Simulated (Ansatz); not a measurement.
Ge under pressure

Computed with Ansatz, DFT PBE, scalar-relativistic, plane waves, PAW. (420 eV cutoff, 12×12×12 k-mesh, Gaussian smearing of 0.10 eV, no spin polarisation)

Reference structure (relaxed):

```yaml
crystal:
  lattice:
    - [0.00000, 2.87982, 2.87982]
    - [2.87982, 0.00000, 2.87982]
    - [2.87982, 2.87982, 0.00000]
  atoms:
    - { symbol: Ge, position: [0.50000, 0.50000, 0.50000] }
    - { symbol: Ge, position: [0.75000, 0.75000, 0.75000] }
```

Cell and atoms are relaxed at each pressure within the symmetry of the start, at zero temperature, so transitions that lower the symmetry aren't seen. The k-mesh given is that at zero pressure and may differ at others. Gaps are Kohn–Sham gaps over the whole zone.

**Question.** Give the structure at 90 GPa.

**Answer.**
```yaml
crystal:
  lattice:
    - [0.00000, 2.44637, 2.44637]
    - [2.44637, 0.00000, 2.44637]
    - [2.44637, 2.44637, 0.00000]
  atoms:
    - { symbol: Ge, position: [0.50000, 0.50000, 0.50000] }
    - { symbol: Ge, position: [0.75000, 0.75000, 0.75000] }
```
Symmetry: Fd-3m, No. 227, cubic system. Conventional cell: a = 4.893 Å, b = 4.893 Å, c = 4.893 Å, α = 90.00°, β = 90.00°, γ = 90.00°. Around Ge (site symmetry -43m) lie 4 Ge at 2.12 Å.